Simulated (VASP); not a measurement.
A run of VASP 6.6.1:

INCAR

```
PREC = Accurate
ENCUT = 600
EDIFF = 1E-7
ISMEAR = 0
SIGMA = 0.03
LREAL = False
LASPH = True
NELM = 120
ALGO = Normal
ISIF = 3
LWAVE = False
LCHARG = False
GGA = PE
IVDW = 12
IBRION = 2
NSW = 60
EDIFFG = -0.005
LATTICE_CONSTRAINTS = .TRUE. .TRUE. .FALSE.
KPAR = 4
```

Contents of KPOINTS:

```
regular mesh
0
Gamma
  12 12 1
```

File POSCAR:

```
Bi2Se3
1.0
    4.1400000000      0.0000000000      0.0000000000
   -2.0700000000      3.5853451700      0.0000000000
    0.0000000000      0.0000000000     23.0200000000
Se Bi
3 2
Direct
    0.6666670000      0.3333330000      0.3475238900
    0.0000000000      0.0000000000      0.5000000000
    0.3333330000      0.6666670000      0.6524761100
    0.3333330000      0.6666670000      0.4161598600
    0.6666670000      0.3333330000      0.5838401400
```

Potentials or basis: VASP PAW PBE potentials, release 64 (Se, Bi_d).

The run is started by

```console
$ cat potpaw_PBE.64/Se/POTCAR potpaw_PBE.64/Bi_d/POTCAR > POTCAR
$ mpirun -np 4 vasp_std > vasp.out
```

Hardware: 4 MPI ranks on Intel(R) Xeon(R) Platinum 8259CL CPU @ 2.50GHz (Skylake/Cascade Lake) (shared host).

How long does it take, and how much memory?

It took 11 min on 4 MPI ranks on Intel(R) Xeon(R) Platinum 8259CL CPU @ 2.50GHz (Skylake/Cascade Lake), with other jobs on the host, peak memory 0.74 GiB a rank. Counts: scf iterations 85, k points 19, ion steps 10.
